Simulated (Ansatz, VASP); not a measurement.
**NaCl: VASP beside Ansatz**

The input INCAR:

```
  PREC = Accurate
  ENCUT = 520
  EDIFF = 1E-8
  ISMEAR = -1
  SIGMA = 0.02
  LREAL = F
  LASPH = T
  NELM = 80
  ALGO = Normal
  ISIF = 2
  LWAVE = F
  LCHARG = F
  LEFG = T
  NBANDS = 14
```

The input KPOINTS:

```
Automatic mesh
0
Gamma
  8 8 8
```

POSCAR

```
NaCl
1.0
    2.8600000000      0.0000000000      0.0000000000
    0.0000000000      2.8600000000      0.0000000000
    0.0000000000      0.0000000000      2.8600000000
Na Cl
1 1
Direct
    0.0000000000      0.0000000000      0.0000000000
    0.5000000000      0.5000000000      0.5000000000
```

Input for Ansatz:

```yaml
crystal:
  lattice:
    - [2.86, 0.0, 0.0]
    - [0.0, 2.86, 0.0]
    - [0.0, 0.0, 2.86]
  atoms:
    - { symbol: Na, position: [0.0, 0.0, 0.0] }
    - { symbol: Cl, position: [0.5, 0.5, 0.5] }
kpoints:
  mp_grid: { grid: [8, 8, 8] }
  band_path:
    path:
      - [0.0, 0.0, 0.0]
      - [0.0, 0.5, 0.0]
      - [0.5, 0.5, 0.0]
      - [0.0, 0.0, 0.0]
      - [0.5, 0.5, 0.5]
      - [0.0, 0.5, 0.0]
      - [0.5, 0.5, 0.5]
      - [0.5, 0.5, 0.0]
    npoints: 5
scf:
  occupations: { method: fermi_dirac, width: 0.02 }
hamiltonian:
  xc: lda
  pseudopotentials: { kind: paw }
output:
  forces: true
  stress: true
  eigenvalues: true
  efg: { contact_densities: true }
```

Alike in both runs: task electric field gradients; functional LDA; k mesh 8 × 8 × 8; occupations fermi-dirac, width 0.02 eV; no spin polarisation.

|  | VASP | Ansatz |
| --- | --- | --- |
| version | VASP 6.6.1 | Ansatz 0.2.0 |
| potentials or method | VASP PAW LDA potentials, release 64 (Na_pv, Cl) | PAW with Ansatz's default frozen-core files, scalar-relativistic |
| plane-wave cutoff (eV) | 520 | 420 |
| valence electrons in the cell | 14 | 16 |

Ansatz gave:

| Quantity | Value |
| --- | --- |
| gap on the k mesh at the Fermi level (eV) | 4.00 |
| Vzz of the field gradient on the site that differs most (V/Å²) | 0.0 |

Problem. What did VASP give for the same quantities?

Solution. gap on the k mesh at the Fermi level (eV): 4.04; Vzz of the field gradient on the site that differs most (V/Å²): 0.0.

The two sets of potentials don't hold the same shells in valence.

 A k mesh can miss the band edges.
